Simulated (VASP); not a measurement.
Input of a VASP 6.6.1 run:

The input INCAR:

```
SYSTEM = Al
PREC     = Accurate       ! precision mode
ENCUT    = 300            ! plane-wave cutoff, eV
EDIFF    = 1E-7           ! SCF threshold, eV
ISMEAR   = 0              ! smearing method
SIGMA    = 0.1            ! smearing width, eV
LREAL    = .FALSE.        ! projectors in reciprocal space
LASPH    = .TRUE.         ! aspherical terms in the spheres
NELM     = 60             ! most SCF steps
ALGO     = Normal         ! electronic algorithm
ISIF     = 2              ! what is computed and relaxed
LWAVE    = .FALSE.        ! write WAVECAR
LCHARG   = .FALSE.        ! write CHGCAR
GGA      = PE             ! functional
NBANDS   = 8              ! bands
```

Contents of KPOINTS:

```
regular mesh
0
G
  12 12 12
  0 0 0
```

Contents of POSCAR:

```
Al
1.0
    0.0000000000      2.0248050000      2.0248050000
    2.0248050000      0.0000000000      2.0248050000
    2.0248050000      2.0248050000      0.0000000000
Al
1
Direct
    0.0000000000      0.0000000000      0.0000000000
```

Potentials or basis: VASP PAW PBE potentials, release 64 (Al).

Launch:

```sh
$ cat potpaw_PBE.64/Al/POTCAR > POTCAR
$ mpirun -np 1 vasp_std > vasp.out
```

(1) What does it give for the band gap on the k mesh?

(2) Estimate the pressure.

Results:

(1) none (metal or under the smearing width).

(2) -0.4 GPa.
